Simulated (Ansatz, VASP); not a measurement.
Nb: VASP beside Ansatz

File INCAR:

```
PREC = Accurate ; ENCUT = 520
EDIFF = 1E-6 ; ISMEAR = 0
SIGMA = 0.15 ; LREAL = False
LASPH = True ; NELM = 100
ALGO = Fast ; ISIF = 2
LWAVE = False ; LCHARG = False
NBANDS = 12
```

Contents of KPOINTS:

```
Automatic mesh
0
Gamma
  20 20 20
```

Contents of POSCAR:

```
Nb
1.0
   -1.6140315000      1.6140315000      1.6639500000
    1.6140315000     -1.6140315000      1.6639500000
    1.6140315000      1.6140315000     -1.6639500000
Nb
1
Direct
    0.0000000000      0.0000000000      0.0000000000
```

Input for Ansatz:

```yaml
crystal:
  lattice:
    - [-1.6140315, 1.6140315, 1.66395]
    - [1.6140315, -1.6140315, 1.66395]
    - [1.6140315, 1.6140315, -1.66395]
  atoms:
    - { symbol: Nb, position: [0.0, 0.0, 0.0] }
basis:
  ecutwfc: 420
kpoints:
  mp_grid: { grid: [20, 20, 20] }
hamiltonian:
  xc: lda
scf:
  occupations: { method: gaussian, width: 0.15 }
output:
  forces: true
  stress: true
  eigenvalues: true
```

Change from the starting cell: strain -0.030 along x and y, +0.000 along z, atoms carried along.

Alike in both runs: task single point; functional LDA; k mesh 20 × 20 × 20; occupations gaussian, width 0.15 eV; no spin polarisation.

|  | VASP | Ansatz |
| --- | --- | --- |
| version | VASP 6.6.1 | Ansatz 0.2.0 |
| potentials or method | VASP PAW LDA potentials, release 64 (Nb_sv) | scalar-relativistic, plane waves, PAW |
| plane-wave cutoff (eV) | 520 | 420 |
| valence electrons in the cell | 13 | 13 |

Ansatz gave:

* gap on the k mesh at the Fermi level (eV): none
* pressure (GPa): -2.3
* largest component of the traceless stress (GPa): 2.71

Q: Which values does VASP return?

A: gap on the k mesh at the Fermi level (eV): none; pressure (GPa): -2.5; largest component of the traceless stress (GPa): 2.71.

A gap of «none» marks a metal or a gap that the smearing closes.
